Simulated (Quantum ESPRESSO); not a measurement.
Here is a Quantum ESPRESSO 7.5 calculation.

The input scf.in:

```
&CONTROL
  calculation = 'scf'
  prefix = 'pwscf'
  outdir = './tmp'
  pseudo_dir = './pseudo'
/
&SYSTEM
  ibrav = 0
  nat = 2
  ntyp = 2
  ecutwfc = 84
  nbnd = 13
  occupations = 'smearing'
  smearing = 'fd'
  degauss = 0.00367493
  force_symmorphic = .true.
/
&ELECTRONS
  conv_thr = 4d-10
  electron_maxstep = 120
  mixing_beta = 0.5
/
ATOMIC_SPECIES
Si    28.0850 Si.upf
Mg    24.3050 Mg.upf
CELL_PARAMETERS angstrom
   2.9083940000    0.0000000000    0.0000000000
   0.0000000000    2.9083940000    0.0000000000
   0.0000000000    0.0000000000    4.1034270000
ATOMIC_POSITIONS crystal
Si     0.5000000000    0.5000000000    0.5000000000
Mg     0.0000000000    0.0000000000    0.0000000000
K_POINTS automatic
12 12 10 0 0 0
```

The input nscf.in:

```
&CONTROL
  calculation = 'nscf'
  prefix = 'pwscf'
  outdir = './tmp'
  pseudo_dir = './pseudo'
/
&SYSTEM
  ibrav = 0
  nat = 2
  ntyp = 2
  ecutwfc = 84
  nbnd = 37
  occupations = 'smearing'
  smearing = 'fd'
  degauss = 0.00367493
  force_symmorphic = .true.
/
&ELECTRONS
  conv_thr = 1d-08
  diago_full_acc = .true.
  diago_thr_init = 1d-06
/
ATOMIC_SPECIES
Si    28.0850 Si.upf
Mg    24.3050 Mg.upf
CELL_PARAMETERS angstrom
   2.9083940000    0.0000000000    0.0000000000
   0.0000000000    2.9083940000    0.0000000000
   0.0000000000    0.0000000000    4.1034270000
ATOMIC_POSITIONS crystal
Si     0.5000000000    0.5000000000    0.5000000000
Mg     0.0000000000    0.0000000000    0.0000000000
K_POINTS automatic
12 12 10 0 0 0
```

Potentials or basis: PseudoDojo 0.4.1 SR PBEsol standard.

Run with:

```bash
$ OMP_NUM_THREADS=1 pw.x -in scf.in > scf.out
$ OMP_NUM_THREADS=1 pw.x -in nscf.in > nscf.out
```

(1) What does it give for the band gap on the k mesh, mean-field level?

Answers

(1) none (metal or under the smearing width).
